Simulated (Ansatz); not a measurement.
# Molecular dynamics of Mg

Input file:

```yaml
accuracy: low
crystal:
  lattice:
    - [9.63, 0.0, 0.0]
    - [-4.815, 8.339825, 0.0]
    - [0.0, 0.0, 10.42608]
  atoms:
    - { symbol: Mg, position: [-0.00390325, 0.0665527, 0.05778578] }
    - { symbol: Mg, position: [0.15610339, 0.28548768, 0.33391187] }
    - { symbol: Mg, position: [-0.03606458, 0.02116956, 0.64087204] }
    - { symbol: Mg, position: [0.13586222, 0.27279585, 0.82035598] }
    - { symbol: Mg, position: [0.01358952, 0.36879779, 0.04562851] }
    - { symbol: Mg, position: [0.07618713, 0.56257548, 0.30548058] }
    - { symbol: Mg, position: [-0.00360107, 0.34081102, 0.55663391] }
    - { symbol: Mg, position: [0.10567465, 0.60532995, 0.79378098] }
    - { symbol: Mg, position: [0.05745863, 0.72493142, 0.063837] }
    - { symbol: Mg, position: [0.07187887, 0.94685867, 0.33582025] }
    - { symbol: Mg, position: [0.01811524, 0.71629857, 0.51438916] }
    - { symbol: Mg, position: [0.12422541, 0.90516911, 0.84505758] }
    - { symbol: Mg, position: [0.27133734, 0.07263791, 0.08542723] }
    - { symbol: Mg, position: [0.43578198, 0.23021842, 0.31367456] }
    - { symbol: Mg, position: [0.24737944, 0.0753927, 0.5621413] }
    - { symbol: Mg, position: [0.46086659, 0.22484715, 0.794022] }
    - { symbol: Mg, position: [0.40251422, 0.37118719, 0.03446152] }
    - { symbol: Mg, position: [0.44744156, 0.57777582, 0.29826738] }
    - { symbol: Mg, position: [0.33888631, 0.42806321, 0.56987394] }
    - { symbol: Mg, position: [0.44887101, 0.57945354, 0.7997859] }
    - { symbol: Mg, position: [0.35251462, 0.66865512, 0.06215717] }
    - { symbol: Mg, position: [0.37009833, 0.94634414, 0.32780213] }
    - { symbol: Mg, position: [0.32388145, 0.72007856, 0.55609429] }
    - { symbol: Mg, position: [0.41501312, 0.91066111, 0.83443721] }
    - { symbol: Mg, position: [0.59118505, 0.015566, 0.03364657] }
    - { symbol: Mg, position: [0.74408901, 0.20092284, 0.32170504] }
    - { symbol: Mg, position: [0.58482663, 0.04617061, 0.56725401] }
    - { symbol: Mg, position: [0.80337378, 0.29028067, 0.81051504] }
    - { symbol: Mg, position: [0.7174244, 0.3973674, 0.06761997] }
    - { symbol: Mg, position: [0.82915958, 0.63965464, 0.29043819] }
    - { symbol: Mg, position: [0.72095494, 0.4065184, 0.48426862] }
    - { symbol: Mg, position: [0.7598043, 0.59411924, 0.75760287] }
    - { symbol: Mg, position: [0.71897013, 0.70497928, 0.01894402] }
    - { symbol: Mg, position: [0.69999908, 0.89868335, 0.25163213] }
    - { symbol: Mg, position: [0.68317795, 0.69755874, 0.51169922] }
    - { symbol: Mg, position: [0.78576138, 0.94517277, 0.84932318] }
basis:
  ecutwfc: 420.0
kpoints:
  mp_grid: { grid: [2, 2, 1] }
hamiltonian:
  xc: pbe
scf:
  occupations: { method: fermi_dirac, width: 0.11 }
  lower_state_search: "off"
md:
  timestep: 2
  n_steps: 300
  ensemble: npt_langevin
  temperature: 910.0
  initial_velocities: maxwell_boltzmann
  seed: 265564
  friction: 0.01
  pressure: 20.0
  fix_cell: [angles]
```

Command:

```bash
$ ansatz run input.yaml --threads 4 --pin off --max-ram 10240MiB --backend cpu --events-out ev --progress --plain --runs-dir out
```

It goes on from the last frame of an earlier run, with new velocities.

Output, in part (step lines):

```
md step     0: t =     0.00 fs  T =   884.7 K  F+E_penalty+E_count = -69247.80281938 eV  E_kin = 4.116931 eV  conserved = -69139.68776690 eV  P_inst = 3.6669 GPa  V = 837.3447 Å³  selection 1  (8 SCF iters)
md step     1: t =     2.00 fs  T =   885.3 K  F+E_penalty+E_count = -69247.77197481 eV  E_kin = 4.119575 eV  conserved = -69139.68816263 eV  P_inst = 3.7068 GPa  V = 836.7684 Å³  selection 1  (6 SCF iters)
md step     2: t =     4.00 fs  T =   867.6 K  F+E_penalty+E_count = -69247.74192209 eV  E_kin = 4.037035 eV  conserved = -69139.68831288 eV  P_inst = 3.7742 GPa  V = 835.2770 Å³  selection 1  (6 SCF iters)
md step     3: t =     6.00 fs  T =   846.1 K  F+E_penalty+E_count = -69247.71933210 eV  E_kin = 3.937096 eV  conserved = -69139.68834591 eV  P_inst = 3.8682 GPa  V = 833.0283 Å³  selection 1  (7 SCF iters)
md step     4: t =     8.00 fs  T =   913.4 K  F+E_penalty+E_count = -69247.70375775 eV  E_kin = 4.250533 eV  conserved = -69139.68926188 eV  P_inst = 4.0399 GPa  V = 830.1120 Å³  selection 1  (7 SCF iters)
md step     5: t =    10.00 fs  T =   856.2 K  F+E_penalty+E_count = -69247.67291711 eV  E_kin = 3.984310 eV  conserved = -69139.68898616 eV  P_inst = 4.1666 GPa  V = 826.6381 Å³  selection 1  (5 SCF iters)
md step     6: t =    12.00 fs  T =   837.1 K  F+E_penalty+E_count = -69247.61241078 eV  E_kin = 3.895234 eV  conserved = -69139.68938729 eV  P_inst = 4.3581 GPa  V = 822.4896 Å³  selection 1  (5 SCF iters)
md step     7: t =    14.00 fs  T =   857.2 K  F+E_penalty+E_count = -69247.54349817 eV  E_kin = 3.988654 eV  conserved = -69139.69000139 eV  P_inst = 4.6094 GPa  V = 817.6370 Å³  selection 1  (5 SCF iters)
[... lines left out ...]
```

The steps, from the saved trajectory:

```csv
time (fs),T (K),potential energy less start (eV),conserved less start (meV/atom),P (GPa),volume (Å³)
0,885,0.000,0.00,3.7,837.3
20,927,0.590,-0.11,5.6,799.9
40,1390,3.399,-0.24,11.9,715.1
60,1699,10.734,-0.27,22.5,627.0
80,1637,19.211,-0.11,33.4,569.8
100,1506,22.411,-0.07,37.8,550.2
120,1463,17.458,-0.01,32.6,570.4
140,1416,8.588,-0.08,23.1,614.1
160,1117,3.844,0.09,16.1,661.2
180,902,2.013,0.11,12.8,690.1
200,883,1.957,0.11,12.6,692.9
220,885,3.682,0.12,14.9,674.1
240,996,5.738,0.09,18.6,643.4
260,1142,8.308,0.06,22.2,620.9
280,1043,10.080,0.14,24.2,610.0
300,1331,9.127,-0.04,24.1,608.8
320,1089,8.175,0.12,22.3,617.8
340,1035,5.216,0.08,19.2,634.3
360,911,4.964,0.16,18.1,643.7
380,915,5.274,0.15,18.1,644.7
400,931,5.908,0.13,18.7,640.9
420,875,6.628,0.14,19.4,636.8
440,1175,6.382,0.06,20.0,631.8
460,1080,7.183,0.12,20.4,630.9
480,1094,6.755,0.13,20.0,634.1
500,1132,5.954,0.06,19.3,636.7
520,1063,6.627,0.16,19.4,638.9
540,1292,5.897,0.06,19.1,640.2
560,1033,6.406,0.15,18.9,641.7
580,949,5.808,0.11,18.4,643.7
600,1166,6.393,0.10,19.3,639.6
```

The run went to its last step. The conserved energy stayed within 0.3 meV per atom of its start (net change 0.1 meV per atom), so the integration is sound. The mean temperature of the second half is 17 % above the set value. A run of 0.6 ps of so small a system gives no equilibrium averages. Limits of this set-up: coarse k mesh, low accuracy level. The cell's volume went from 837 to 640 Å³.

Mean squared displacements from the first frame to the last, about the centre of mass, the cell's change included: Mg 0.51 Å².

Last frame:

```xyz
36
Lattice="8.7527 0.0000 0.0000 -4.3764 7.5801 0.0000 0.0000 0.0000 9.6408" Properties=species:S:1:pos:R:3
Mg -0.403 0.327 0.650
Mg -0.165 1.967 2.886
Mg -0.336 0.432 5.581
Mg -0.552 2.136 7.877
Mg -1.921 2.614 0.497
Mg -1.665 4.664 3.036
Mg -1.656 3.389 5.675
Mg -1.543 4.937 8.021
Mg -3.333 5.127 0.368
Mg -3.751 7.248 2.836
Mg -3.517 5.457 5.415
Mg -3.423 7.121 7.841
Mg 2.358 0.121 0.537
Mg 2.355 1.789 2.997
Mg 2.582 0.273 5.269
Mg 2.347 2.014 7.528
Mg 1.104 3.034 0.174
Mg 1.406 4.631 2.854
Mg 0.908 3.022 5.377
Mg 0.940 4.662 7.848
Mg -0.204 5.657 0.747
Mg -0.349 7.248 3.106
Mg -0.178 5.415 5.382
Mg -0.336 7.386 7.761
Mg 5.273 0.547 0.601
Mg 5.478 2.107 2.781
Mg 5.636 0.789 5.398
Mg 5.278 2.274 7.839
Mg 3.746 2.698 0.315
Mg 4.159 4.539 2.870
Mg 3.984 3.179 5.135
Mg 3.718 4.454 7.770
Mg 2.513 5.415 0.561
Mg 2.382 7.322 3.187
Mg 2.534 5.610 5.488
Mg 2.503 7.467 7.833
```

Run time: 13 min on 4 threads of AMD EPYC 9R45 96-Core Processor (Zen 5) (shared host), peak memory 3.3 GiB.
